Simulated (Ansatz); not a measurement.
Runs of Ansatz 0.2.0 on InP. The structure is cubic, space group F-43m (No. 216). Conventional cell: a = 5.861 Å, b = 5.861 Å, c = 5.861 Å, α = 90.00°, β = 90.00°, γ = 90.00°. Around In (site symmetry -43m) lie 4 P at 2.54 Å. P (site symmetry -43m) is surrounded by 4 In at 2.54 Å. 

```tsv
task	level	cell	points for each segment of the path	target pressure (GPa)	gap on the mesh (eV)	pressure (GPa)
band structure	BLYP	as given	14	-	0.60	6.7
relaxation of cell and atoms	LDA	relaxed to 10 GPa	-	10	1.16	10.0
relaxation of cell and atoms	LDA	relaxed to 20 GPa	-	20	1.20	20.0
band structure	revPBE	as given	14	-	0.81	(a)
band structure	RPBE	as given	14	-	(b)	5.2
```

Alike in all rows: potentials or basis Ansatz PAW; no spin polarisation; k mesh 8 × 8 × 8; cutoff (eV) 420; smearing fermi-dirac 0.05 eV.

Question: Estimate the missing entries.

Answer: (a) 4.7; (b) 0.85.

Caveats: spin-orbit coupling is left out, which moves the levels of the heavy elements; the PAW data sets come from PBE, with cores solved anew for the run's functional, which leaves a small shift of forces and pressure; the plane-wave basis is chosen anew once the cell has moved, so the energies of steps on either side of that aren't comparable (some runs).

A k mesh can miss the band edges, and the runs leave out spin-orbit coupling on In.

Runs at the PBE level aren't shown here.
